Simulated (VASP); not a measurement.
Set up this calculation in VASP 6.6.1, as the native input.

| Property | Result |
| --- | --- |
| Task | relaxation of cell and atoms |
| Functional | PBE |
| Potentials or basis | VASP PAW PBE potentials, release 64 (Ta_pv, Si, H) |
| Cutoff | 600 eV |
| k mesh | 12 × 12 × 12 |
| Occupations | gaussian, width 0.1 eV |
| Spin | no spin polarisation |
| Dipole correction | no |
| Further INCAR settings | ALGO = Normal; EDIFF = 1e-06; IBRION = 2; EDIFFG = -0.01; NSW = 100; ISIF = 3 |

The structure of TaSiH4 lies in POSCAR:

```
TaSiH4
1.0
    0.0000000000      3.0134467636      3.0134467636
    3.0134467636      0.0000000000      3.0134467636
    3.0134467636      3.0134467636      0.0000000000
Ta Si H
1 1 4
Direct
    0.0000000000      0.0000000000      0.0000000000
    0.7500000000      0.7500000000      0.7500000000
    0.5897780834      0.2306657498      0.5897780834
    0.5897780834      0.5897780834      0.5897780834
    0.2306657498      0.5897780834      0.5897780834
    0.5897780834      0.5897780834      0.2306657498
```

The cell was built by a generator and needn't be a form met in nature.

The cell isn't the ideal one: random cell by space group and Wyckoff sites (F-43m, No. 216).

The input as run:

INCAR

```
ALGO = Normal ; EDIFF = 1E-6
EDIFFG = -0.01 ; ENCUT = 600
GGA = PE ; IBRION = 2
ISIF = 3 ; ISMEAR = 0
LASPH = True ; LCHARG = False
LREAL = False ; LWAVE = False
NELM = 100 ; NSW = 100
PREC = Accurate ; SIGMA = 0.1
```

KPOINTS

```
k-points
0
Gamma
  12 12 12
```

Potentials or basis: VASP PAW PBE potentials, release 64 (Ta_pv, Si, H).

The run is started by

```console
$ cat potpaw_PBE.64/Ta_pv/POTCAR potpaw_PBE.64/Si/POTCAR potpaw_PBE.64/H/POTCAR > POTCAR
$ mpirun -np 1 vasp_std > vasp.out
```

Results of the run:

```yaml
Pressure_after_relaxing: 0.0 GPa
Largest_force_after_relaxing: 0.007 eV/Å
```

Caveat: the relaxation stopped at its first step, so nothing moved.

It took 51 s on 1 thread of Intel(R) Xeon(R) Platinum 8488C (Sapphire Rapids) (shared host), peak memory 0.25 GiB.
